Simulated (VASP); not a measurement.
**2H-MoTe2 monolayer under biaxial strain**

How do the gap and the band positions of 2H-MoTe2 monolayer follow biaxial strain?

Calculated with VASP 6.6.1; PBE with D3(BJ), no spin polarisation; plane waves and PAW (Mo, Te), in the first sound run; inputs show where later runs differ.

## (1) The starting structure

The cell holds 3 atoms: 1 Mo and 2 Te. Its edges and angles: a = 3.550 Å, b = 3.550 Å, c = 22.000 Å, α = 90.0°, β = 90.0°, γ = 120.0°. Vacuum lies along c.

## (2) Relaxing the monolayer

The sheet's cell relaxes in its plane with the atoms, while the vacuum is kept.

Input file INCAR:

```
SYSTEM = Te2Mo
PREC = Normal
ENCUT = 350
EDIFF = 1E-06
NELM = 120
ISMEAR = 0
SIGMA = 0.03
LREAL = .FALSE.
ALGO = Normal
GGA = PE
IVDW = 12
NBANDS = 15
LASPH = .TRUE.
LORBIT = 11
LWAVE = .FALSE.
LCHARG = .FALSE.
KPAR = 4
IBRION = 2
NSW = 50
ISIF = 3
EDIFFG = -0.015
POTIM = 0.4
IDIPOL = 3
LDIPOL = .TRUE.
DIPOL = 0.5 0.5 0.5
LATTICE_CONSTRAINTS = .TRUE. .TRUE. .FALSE.
```

Input file POSCAR:

```
Te2Mo
1.0
    3.5500000000      0.0000000000      0.0000000000
   -1.7750000000      3.0743901834      0.0000000000
    0.0000000000      0.0000000000     22.0000000000
Mo Te
1 2
Direct
    0.3333333333      0.6666666667      0.5000000000
    0.6666666667      0.3333333333      0.4179545455
    0.6666666667      0.3333333333      0.5820454545
```

Input file KPOINTS:

```
Automatic mesh
0
Gamma
12 12 1
0 0 0
```

PAW data sets: Mo and Te (PBE family, release 64).

Command:

```console
$ mpirun -np 4 vasp_std
```

The log of the run:

```text
[banner, memory and clock lines left out]
running    4 mpi-ranks, on    1 nodes
 distrk:  each k-point on    1 cores,    4 groups
 distr:  one band on    1 cores,    1 groups

 POSCAR found type information on POSCAR MoTe
 POSCAR found :  2 types and       3 ions
 LDA part: xc-table for (Slater+PW92), standard interpolation
 POSCAR, INCAR and KPOINTS ok, starting setup
 FFT: planning ... GRIDC
 FFT: planning ... GRID_SOFT
 FFT: planning ... GRID
 WAVECAR not read
 entering main loop
       N       E                     dE             d eps       ncg     rms          rms(c)
DAV:   1     0.930619699393E+02    0.93062E+02   -0.47472E+03   570   0.636E+02
DAV:   2    -0.915351953686E+01   -0.10222E+03   -0.94534E+02   861   0.132E+02
DAV:   3    -0.184983339726E+02   -0.93448E+01   -0.92064E+01   808   0.483E+01
DAV:   4    -0.187439839224E+02   -0.24565E+00   -0.24518E+00   759   0.977E+00
DAV:   5    -0.187490685056E+02   -0.50846E-02   -0.50845E-02   901   0.125E+00    0.152E+01
DAV:   6    -0.183304462360E+02    0.41862E+00   -0.23703E+00   633   0.943E+00    0.631E+00
DAV:   7    -0.183403605076E+02   -0.99143E-02   -0.26907E+00   703   0.110E+01    0.515E+00
DAV:   8    -0.180390537151E+02    0.30131E+00   -0.51714E-01   647   0.507E+00    0.132E+00
DAV:   9    -0.180361008028E+02    0.29529E-02   -0.11687E-01   745   0.203E+00    0.623E-01
DAV:  10    -0.180324113461E+02    0.36895E-02   -0.76959E-03   766   0.685E-01    0.233E-01
DAV:  11    -0.180316852933E+02    0.72605E-03   -0.10670E-03   759   0.182E-01    0.245E-01
DAV:  12    -0.180315955917E+02    0.89702E-04   -0.60470E-04   654   0.150E-01    0.551E-02
DAV:  13    -0.180315584711E+02    0.37121E-04   -0.40358E-04   752   0.945E-02    0.515E-02
DAV:  14    -0.180317390829E+02   -0.18061E-03   -0.30652E-05   640   0.352E-02    0.207E-02
DAV:  15    -0.180319616752E+02   -0.22259E-03   -0.27779E-05   647   0.281E-02    0.269E-02
DAV:  16    -0.180320396102E+02   -0.77935E-04   -0.42639E-06   696   0.120E-02    0.847E-03
DAV:  17    -0.180320942115E+02   -0.54601E-04   -0.34459E-06   678   0.820E-03    0.435E-03
DAV:  18    -0.180321238698E+02   -0.29658E-04   -0.13051E-06   622   0.461E-03    0.343E-03
DAV:  19    -0.180321275509E+02   -0.36811E-05   -0.10186E-07   593   0.189E-03    0.201E-03
DAV:  20    -0.180321302005E+02   -0.26496E-05   -0.12967E-07   544   0.168E-03    0.376E-04
DAV:  21    -0.180321306021E+02   -0.40154E-06   -0.17485E-08   565   0.609E-04
   1 F= -.19207162E+02 E0= -.19207162E+02  d E =-.192072E+02
 curvature:   0.00 expect dE= 0.000E+00 dE for cont linesearch  0.000E+00
 trial: gam= 0.00000 g(F)=  0.132E-02 g(S)=  0.394E-01 ort = 0.000E+00 (trialstep = 0.100E+01)
 search vector abs. value=  0.407E-01
 bond charge predicted
       N       E                     dE             d eps       ncg     rms          rms(c)
DAV:   1    -0.180481749199E+02   -0.16045E-01   -0.17390E+00   577   0.753E+00    0.193E+00
DAV:   2    -0.180183161418E+02    0.29859E-01   -0.50716E-02   619   0.139E+00    0.781E-01
DAV:   3    -0.180075241836E+02    0.10792E-01   -0.19710E-02   675   0.720E-01    0.395E-01
DAV:   4    -0.180059247665E+02    0.15994E-02   -0.10105E-02   696   0.667E-01    0.265E-01
DAV:   5    -0.180054027185E+02    0.52205E-03   -0.20390E-03   668   0.327E-01    0.145E-01
DAV:   6    -0.180053575875E+02    0.45131E-04   -0.45900E-04   696   0.111E-01    0.989E-02
DAV:   7    -0.180053193012E+02    0.38286E-04   -0.14194E-04   654   0.765E-02    0.304E-02
DAV:   8    -0.180053176001E+02    0.17011E-05   -0.10564E-05   724   0.210E-02    0.925E-03
DAV:   9    -0.180053180580E+02   -0.45789E-06   -0.64006E-07   495   0.491E-03
   2 F= -.19220471E+02 E0= -.19220471E+02  d E =-.133086E-01
[...]
3 F= -.19222474E+02 E0= -.19222474E+02  d E =-.153123E-01
[...]
4 F= -.19223659E+02 E0= -.19223659E+02  d E =-.118420E-02
 trial-energy change:   -0.001184  1 .order   -0.001188   -0.001444   -0.000932
 step:   2.6730(harm=  2.6730)  dis= 0.01378  next Energy=   -19.224511 (dE=-0.204E-02)
 bond charge predicted
       N       E                     dE             d eps       ncg     rms          rms(c)
DAV:   1    -0.180170713028E+02    0.76310E-03   -0.91076E-02   577   0.166E+00    0.154E-01
DAV:   2    -0.180166335816E+02    0.43772E-03   -0.47054E-03   661   0.448E-01    0.125E-01
DAV:   3    -0.180163974797E+02    0.23610E-03   -0.50460E-04   703   0.158E-01    0.708E-02
DAV:   4    -0.180162915321E+02    0.10595E-03   -0.23071E-04   654   0.832E-02    0.484E-02
DAV:   5    -0.180162723049E+02    0.19227E-04   -0.48169E-05   712   0.358E-02    0.447E-02
DAV:   6    -0.180162667896E+02    0.55153E-05   -0.26371E-05   703   0.318E-02    0.132E-02
DAV:   7    -0.180162660577E+02    0.73188E-06   -0.40800E-06   687   0.155E-02
   5 F= -.19224508E+02 E0= -.19224508E+02  d E =-.203367E-02
 curvature:  -1.39 expect dE=-0.371E-05 dE for cont linesearch -0.407E-07
 trial: gam=-0.01137 g(F)=  0.563E-06 g(S)=  0.210E-05 ort = 0.681E-05 (trialstep = 0.129E+01)
 search vector abs. value=  0.272E-05
 reached required accuracy - stopping structural energy minimisation
```

Elapsed: 17 s, on 4 MPI ranks of Intel Xeon 6975P-C (Granite Rapids), shared host; peak memory 0.78 GiB; 58 s of CPU time.

Lines that name or quote the potential files are left out of all logs, and their timing lines are given in words.

OUTCAR, selected parts (step 2):

```text
ion  position               nearest neighbor table
   1  0.333  0.667  0.500-   2 2.73   3 2.73   2 2.73   3 2.73   2 2.73   3 2.73
   2  0.667  0.333  0.418-   1 2.73   1 2.73   1 2.73   3 3.61
   3  0.667  0.333  0.582-   1 2.73   1 2.73   1 2.73   2 3.61

  LATTYP: Found a hexagonal cell.
 ALAT       =     3.5500000000
 C/A-ratio  =     6.1971830986

 Subroutine GETGRP returns: Found 12 space group operations
 (whereof 12 operations were pure point group operations)

The static configuration has the point symmetry D_3h.

 Found     19 irreducible k-points:

   k-points           NKPTS =     19   k-points in BZ     NKDIM =     19   number of bands    NBANDS=     15

   dimension x,y,z NGX =    16 NGY =   16 NGZ =  108
   dimension x,y,z NGXF=    32 NGYF=   32 NGZF=  216

   ENCUT  =  350.0 eV  25.72 Ry    5.07 a.u.   5.42  5.42 33.56*2*pi/ulx,y,z

   NELECT =      18.0000    total number of electrons

 k-points in reciprocal lattice and weights: Automatic mesh
   0.00000000  0.00000000  0.00000000       0.007
   0.08333333  0.00000000  0.00000000       0.042
   0.16666667  0.00000000  0.00000000       0.042
   0.25000000  0.00000000  0.00000000       0.042
   0.33333333  0.00000000  0.00000000       0.042
   0.41666667 -0.00000000  0.00000000       0.042
   0.50000000  0.00000000  0.00000000       0.021
   0.08333333  0.08333333  0.00000000       0.042
   0.16666667  0.08333333  0.00000000       0.083
[...]
0.33333333  0.25000000  0.00000000       0.083
   0.33333333  0.33333333  0.00000000       0.014

 Edisp (eV)   -1.20582

 dipolmoment           0.000000      0.000000     -0.000000 electrons x Angstroem

 average (electrostatic) potential at core
       1 -44.2855       2 -95.2568       3 -95.2568

 E-fermi :  -0.9419

 k-point     1 :       0.0000    0.0000    0.0000
  band No.  band energies     occupation
    ...
      5      -2.7056      2.00000
      6      -2.7056      2.00000
      7      -1.9267      2.00000
      8      -1.9267      2.00000
      9      -1.6985      2.00000
     10       2.1590      0.00000
     11       2.1590      0.00000
     12       2.4214      0.00000
     13       2.4214      0.00000
     14       3.0361      0.00000
    ...

 k-point     2 :       0.0833    0.0000    0.0000
  band No.  band energies     occupation
    ...
      5      -2.9215      2.00000
      6      -2.6222      2.00000
      7      -2.0563      2.00000
      8      -1.8638      2.00000
      9      -1.6978      2.00000
     10       1.7302      0.00000
     11       1.8226      0.00000
     12       2.2021      0.00000
     13       2.2314      0.00000
     14       3.2040      0.00000
    ...

 k-point     3 :       0.1667    0.0000    0.0000
  band No.  band energies     occupation
    ...
      5      -3.5035      2.00000
      6      -2.3863      2.00000
      7      -2.3760      2.00000
      8      -1.9378      2.00000
      9      -1.7533      2.00000
     10       0.9055      0.00000
     11       1.1624      0.00000
     12       1.6997      0.00000
     13       2.3859      0.00000
     14       3.5204      0.00000
    ...

 Edisp (eV)   -1.20824

  Total       0.00904     0.00904    -0.04304     0.00000     0.00000     0.00000
  in kB       0.06214     0.06214    -0.29592     0.00000     0.00000     0.00000
  external pressure =       -0.06 kB  Pullay stress =        0.00 kB

  energy-cutoff  :      350.00
  volume of cell :      233.04
      direct lattice vectors                 reciprocal lattice vectors
     3.497333727  0.000000000  0.000000000     0.285932107  0.165082979  0.000000000
    -1.748666863  3.028779853  0.000000000     0.000000000  0.330165957  0.000000000
     0.000000000  0.000000000 22.000000000     0.000000000  0.000000000  0.045454545

 POSITION                                       TOTAL-FORCE (eV/Angst)
 -----------------------------------------------------------------------------------
     -0.00000      2.01919     11.00000         0.000000     -0.000000      0.000000
      1.74867      1.00959      9.18495        -0.000000      0.000000     -0.002701
      1.74867      1.00959     12.81505        -0.000000      0.000000      0.002701
 -----------------------------------------------------------------------------------
    total drift:                                0.000000     -0.000000      0.000000

  FREE ENERGIE OF THE ION-ELECTRON SYSTEM (eV)
  ---------------------------------------------------
  free  energy   TOTEN  =       -19.2245081599 eV

  energy  without entropy=      -19.2245081599  energy(sigma->0) =      -19.22450816

 reached required accuracy - stopping structural energy minimisation

 vacuum level on the upper side and lower side of the slab         3.705         3.705

 total charge
# of ion       s       p       d       tot
------------------------------------------
    1        0.361   0.445   4.389   5.194
    2        1.384   1.983   0.062   3.429
    3        1.384   1.983   0.062   3.429
--------------------------------------------------
tot          3.130   4.410   4.513  12.052

[... 3 further parts left out ...]
```

This run has no spin polarisation, although Mo can carry a moment. The gap is read on the k-mesh alone, so it is an upper bound where the band edges lie off the mesh. The data set Mo keeps the semicore shell frozen, which is cheaper and a little less accurate. The run keeps the 12 symmetry operations of its start, so it cannot find a distortion of lower symmetry.

The steps of the relaxation:

```csv
step,energy less that of the first step (eV),largest force (eV/Å),pressure (GPa),volume (Å³)
1,0.0000,0.1307,-0.67,240.11
2,-0.0133,0.2399,0.37,232.53
3,-0.0153,0.1391,0.08,234.49
4,-0.0165,0.0903,0.05,233.98
5,-0.0173,0.0027,-0.01,233.04
```

```csv
cell as run,before,after,change
a (Å),3.550,3.497,-1.5 %
b (Å),3.550,3.497,-1.5 %
```

The atoms that moved most (Å, along periodic axes as changes of fractional coordinates times the final cell, across vacuum about the mean position):

```csv
atom,dx,dy,dz,length
Te2,0.000,0.000,-0.010,0.010
Te3,0.000,0.000,0.010,0.010
```

Final coordinates:

```
Mo Te
1.0
     3.49733    0.00000    0.00000
    -1.74867    3.02878    0.00000
     0.00000    0.00000   22.00000
Mo Te
1 2
Direct
  0.33333 0.66667 0.50000
  0.66667 0.33333 0.41750
  0.66667 0.33333 0.58250
```

This step gave:

* electronic cycles: 52
* electrons: 18
* free energy (TOTEN): -19.22 eV
* Fermi energy: -0.9419 eV
* metallic: no
* dipole moment: 0, 0, 0 e·Å
* gap on the k-mesh: 1.192 eV
* least direct gap on the k-mesh: 1.192 eV

The run ended after 5 ionic steps, 0.017 eV below its first step, once forces and stress met EDIFFG = -0.015.

## (3) A second relaxation

The plane waves were chosen for the start cell, so the relaxation is repeated from its end.

Changes to INCAR since step 2:

```diff
@@ -18,3 +18,3 @@
 IBRION = 2
-NSW = 50
+NSW = 30
 ISIF = 3
```

Input file POSCAR:

```
Te2Mo
1.0
    3.4973337266      0.0000000000      0.0000000000
   -1.7486668633      3.0287798527      0.0000000000
    0.0000000000      0.0000000000     22.0000000000
Mo Te
1 2
Direct
    0.3333333333      0.6666666667      0.5000000000
    0.6666666667      0.3333333333      0.4174975803
    0.6666666667      0.3333333333      0.5825024197
```

KPOINTS is that of step 2.

Command:

```console
$ mpirun -np 4 vasp_std
```

The log of the run:

```text
[... set-up lines as in an earlier step ...]
 entering main loop
       N       E                     dE             d eps       ncg     rms          rms(c)
DAV:   1     0.946044365999E+02    0.94604E+02   -0.47257E+03   570   0.637E+02
DAV:   2    -0.100246407041E+02   -0.10463E+03   -0.98406E+02   939   0.135E+02
DAV:   3    -0.185143001115E+02   -0.84897E+01   -0.83952E+01   787   0.466E+01
DAV:   4    -0.187112592385E+02   -0.19696E+00   -0.19659E+00   750   0.887E+00
DAV:   5    -0.187152554078E+02   -0.39962E-02   -0.39961E-02   901   0.117E+00    0.159E+01
DAV:   6    -0.182787174112E+02    0.43654E+00   -0.19957E+00   647   0.861E+00    0.640E+00
DAV:   7    -0.182964230032E+02   -0.17706E-01   -0.23517E+00   703   0.101E+01    0.499E+00
DAV:   8    -0.180208840999E+02    0.27554E+00   -0.49259E-01   661   0.496E+00    0.137E+00
DAV:   9    -0.180185535044E+02    0.23306E-02   -0.10618E-01   738   0.194E+00    0.637E-01
DAV:  10    -0.180149024685E+02    0.36510E-02   -0.80892E-03   752   0.688E-01    0.215E-01
DAV:  11    -0.180141772693E+02    0.72520E-03   -0.10463E-03   745   0.185E-01    0.203E-01
DAV:  12    -0.180141654279E+02    0.11841E-04   -0.42702E-04   675   0.127E-01    0.422E-02
DAV:  13    -0.180141288818E+02    0.36546E-04   -0.50130E-04   738   0.103E-01    0.485E-02
DAV:  14    -0.180142982556E+02   -0.16937E-03   -0.26765E-05   633   0.336E-02    0.195E-02
DAV:  15    -0.180145270996E+02   -0.22884E-03   -0.29476E-05   654   0.300E-02    0.239E-02
DAV:  16    -0.180146199702E+02   -0.92871E-04   -0.66893E-06   682   0.149E-02    0.341E-03
DAV:  17    -0.180146671464E+02   -0.47176E-04   -0.17845E-06   638   0.574E-03    0.346E-03
DAV:  18    -0.180146979452E+02   -0.30799E-04   -0.12241E-06   608   0.414E-03    0.277E-03
DAV:  19    -0.180147014705E+02   -0.35253E-05   -0.72872E-08   586   0.146E-03    0.114E-03
DAV:  20    -0.180147041661E+02   -0.26956E-05   -0.94533E-08   544   0.108E-03    0.397E-04
DAV:  21    -0.180147044991E+02   -0.33295E-06   -0.14502E-08   551   0.466E-04
   1 F= -.19222947E+02 E0= -.19222947E+02  d E =-.192229E+02
 curvature:   0.00 expect dE= 0.000E+00 dE for cont linesearch  0.000E+00
 trial: gam= 0.00000 g(F)=  0.569E-06 g(S)=  0.376E-06 ort = 0.000E+00 (trialstep = 0.100E+01)
 search vector abs. value=  0.944E-06
 reached required accuracy - stopping structural energy minimisation
```

Run time: 6.2 s. Hardware: 4 MPI ranks; peak memory 0.77 GiB; 20 s of CPU time.

From OUTCAR (step 3):

```text
  LATTYP: Found a hexagonal cell.
 ALAT       =     3.4973337266
 C/A-ratio  =     6.2905063456

The static configuration has the point symmetry D_3h.

 Found     19 irreducible k-points:

   ENCUT  =  350.0 eV  25.72 Ry    5.07 a.u.   5.33  5.33 33.56*2*pi/ulx,y,z

   NELECT =      18.0000    total number of electrons

 dipolmoment           0.000000      0.000000      0.000000 electrons x Angstroem

 E-fermi :  -0.9390

 k-point     1 :       0.0000    0.0000    0.0000
  band No.  band energies     occupation
    ...
      5      -2.7025      2.00000
      6      -2.7025      2.00000
      7      -1.9238      2.00000
      8      -1.9238      2.00000
      9      -1.6958      2.00000
     10       2.1620      0.00000
     11       2.1620      0.00000
     12       2.4245      0.00000
     13       2.4245      0.00000
     14       3.0473      0.00000
    ...

 k-point     2 :       0.0833    0.0000    0.0000
  band No.  band energies     occupation
    ...
      5      -2.9184      2.00000
      6      -2.6191      2.00000
      7      -2.0534      2.00000
      8      -1.8609      2.00000
      9      -1.6950      2.00000
     10       1.7332      0.00000
     11       1.8257      0.00000
     12       2.2052      0.00000
     13       2.2345      0.00000
     14       3.2154      0.00000
    ...

 Edisp (eV)   -1.20824

  Total      -0.00382    -0.00382    -0.05687    -0.00000     0.00000     0.00000
  in kB      -0.02627    -0.02627    -0.39096    -0.00000     0.00000     0.00000
  external pressure =       -0.15 kB  Pullay stress =        0.00 kB

 POSITION                                       TOTAL-FORCE (eV/Angst)
 -----------------------------------------------------------------------------------
     -0.00000      2.01919     11.00000         0.000000      0.000000      0.000000
      1.74867      1.00959      9.18495         0.000000      0.000000     -0.002715
      1.74867      1.00959     12.81505        -0.000000      0.000000      0.002715
 -----------------------------------------------------------------------------------
    total drift:                                0.000000     -0.000000      0.000000

  FREE ENERGIE OF THE ION-ELECTRON SYSTEM (eV)
  ---------------------------------------------------
  free  energy   TOTEN  =       -19.2229466014 eV

  energy  without entropy=      -19.2229466014  energy(sigma->0) =      -19.22294660

 vacuum level on the upper side and lower side of the slab         3.669         3.669

 total charge
# of ion       s       p       d       tot
------------------------------------------
    1        0.361   0.445   4.391   5.197
    2        1.384   1.982   0.062   3.429
    3        1.384   1.982   0.062   3.429
--------------------------------------------------
tot          3.130   4.410   4.515  12.054

[... 5 parts as in an earlier step ...]

[... 7 further parts left out ...]
```

CONTCAR:

```
Te2Mo
   1.00000000000000
     3.4973337266000000    0.0000000000000000    0.0000000000000000
    -1.7486668633000000    3.0287798527000001    0.0000000000000000
     0.0000000000000000    0.0000000000000000   22.0000000000000000
  Mo              Te
     1     2
Direct
     0.3333333332999970    0.6666666667000030    0.5000000000000000
     0.6666666667000030    0.3333333332999970    0.4174975803000009
     0.6666666667000030    0.3333333332999970    0.5825024196999991
```

Little changed from the start: no atom moved by 0.005 Å and no cell edge by 0.1 %.

Numbers from this step:

| Quantity | Value |
| --- | --- |
| electronic cycles | 21 |
| Fermi energy | -0.939 eV |

The start already met the threshold, so nothing moved.

[end of part 1 of 7]

[Lines on the potential files, build, host, timing and source positions are cut from VASP's logs without a mark.]

[Logs are printed without paths, hosts, clocks, repeated set-up lines and the standing remarks that a program may print on its own settings, such as how far it seeks lower states.]

[Hosts, paths, dates, database ids (printed as entryN), source tags and the programs' standing remarks are cut or masked in the printed files.]

[Runs that stopped without an error message from VASP are left out.]
